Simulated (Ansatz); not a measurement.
# Sr: strain energy, fitted

Sr, Im-3m, a = 4.670 Å. This isn't the element's structure at ambient conditions. Ansatz: PBEsol, PAW, 420 eV, Γ-centred 12×12×12 mesh on 2 atoms, Gaussian smearing 0.10 eV; no spin polarisation. Series: biaxial strain in the a-b plane, c and atoms relaxed; x is the strain in per cent. y is the free energy over the unstrained cell, V0 = 50.921 Å³/atom.

| x (%) | y (meV/atom) |
| --- | --- |
| -4.5 | ? |
| -3.0 | 2.00 |
| -1.5 | 0.66 |
| 0.0 | 0.00 |
| 1.5 | 0.72 |
| 3.0 | 3.19 |
| 4.5 | 7.45 |

Q: Fit y = c2 x² + c3 x³ to the other rows, turn c2 into a modulus, and predict the missing energy.

A: Least squares on the rows shown. y = 0.2842 x² + 0.01909 x³. In eV per unit strain² c2 is 2.842; M is the biaxial modulus (E = M V0 ε²): 2.842 × 160.2 / (50.921) = 8.9 GPa. With a term in x⁴ added, the coefficient of x² becomes 0.3048, 7 % more, which shows how far this figure hangs on the form. At x = -4.5 the fit asked for gives 4.02 meV/atom. The run gave 2.83 meV/atom, so the fit is 1.19 meV/atom too high, 16 % of the span of the series, against an rms of 0.07 meV/atom on the fitted rows. The row lies outside the fitted range. With a term in x⁴ added, a fit to the same known rows predicts 3.45 meV/atom, which recovers part of the miss; the known rows don't hold the rest.